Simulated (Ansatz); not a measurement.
# BaO: the band gap up the ladder of functionals

The task here is to estimate one member of a computed series from the others.

Program: Ansatz 0.2.0. PAW datasets, plane waves. Computed at 0 K without zero-point motion; spin polarisation is off.

## The cell

The cell was relaxed beforehand with r2SCAN.

Space group Fm-3m (No. 225), cubic; conventional cell a = 5.544 Å, 21.30 Å³ an atom. Ba has 6 O at 2.77 Å; O has 6 Ba at 2.77 Å.

Coordinates:

Space group Fm-3m (No. 225). a = 5.544 Å, b = 5.544 Å, c = 5.544 Å, α = 90.00°, β = 90.00°, γ = 90.00°
| atom | site | symmetry | x | y | z |
| --- | --- | --- | --- | --- | --- |
| Ba | 4a | m-3m | 0.0000 | 0.0000 | 0.0000 |
| O | 4b | m-3m | 0.5000 | 0.0000 | 0.0000 |

Set-up of the first run:

Input file input.yaml:

```yaml
crystal:
  lattice:
    - [0.0, 2.7719428463, 2.7719428463]
    - [2.7719428463, 0.0, 2.7719428463]
    - [2.7719428463, 2.7719428463, 0.0]
  atoms:
    - { symbol: Ba, position: [0.0, 0.0, 0.0] }
    - { symbol: O, position: [0.5, 0.5, 0.5] }
kpoints:
  mp_grid: { grid: [8, 8, 8] }
  band_path:
    path:
      - [[0.0, 0.0, 0.0], [0.5, 7.079923697454e-35, 0.5], [0.625, 0.25, 0.625]]
      - [[0.375, 0.375, 0.75], [0.0, 0.0, 0.0], [0.5, 0.5, 0.5], [0.5, 0.25, 0.75], [0.5, 7.079923697454e-35, 0.5]]
    npoints: 10
hamiltonian:
  xc: pbe
scf:
  occupations: { method: fermi_dirac, width: 0.02 }
  n_extra_bands: 4
output:
  forces: true
  stress: true
  eigenvalues: true
```

Launch:

```bash
ansatz run input.yaml --threads 2 --pin off --max-ram 4608MiB --backend cpu --events-out ev --progress --plain --runs-dir out
```

Steps of the session up to this table: PBE band path; r2SCAN; HSE06; PBE+SOC at the same geometry; Single point with PBE0; Single point with LDA; Quasiparticle levels, G0W0@PBE; One-shot GW from PBE; DDH-PBE0; Single point with HSE06+SOC; Single point with r2SCAN0; LC-ωPBE at the same geometry.

One of the session's tables, all rows but one given; the rest of the session is left out.

| level | gap (eV) |
| --- | --- |
| PBE | 2.05 |
| r2SCAN | 2.38 |
| HSE06 | 3.32 |
| PBE+SOC | 2.01 |
| PBE0 | 4.05 |
| LDA | 1.91 |
| G0W0@PBE (127 empty bands) | ? |
| G0W0@PBE (315 empty bands) | 3.29 |
| DDH-PBE0 | 3.96 |
| HSE06+SOC | 3.28 |
| r2SCAN0 | 4.27 |
| LC-ωPBE | 8.55 |

Estimate the missing values for G0W0@PBE (127 empty bands).

The run gave: gap (eV): 3.10. In the column «gap (eV)» it lies between r2SCAN (2.38) and HSE06+SOC (3.28).

Meshes: PBE 8×8×8, r2SCAN 8×8×8, HSE06 6×6×6, PBE+SOC 8×8×8, PBE0 6×6×6, LDA 8×8×8, DDH-PBE0 6×6×6, HSE06+SOC 4×4×4, r2SCAN0 6×6×6, LC-ωPBE 6×6×6.

LDA gives the least gap, 1.91 eV, and LC-ωPBE the largest, 8.55 eV. Against G0W0@PBE, PBE is short by 1.24 eV, at 62 % of it, and r2SCAN 72 %. PBE0 lies 0.73 eV above HSE06, which differs from it by screening the long-range exchange. G0W0 here is at a finite number of bands, screening cutoff and k mesh, not at the basis limit.

Limits of these values: Warnings in the runs' records: stress exchange threshold loose, stress scf threshold loose.
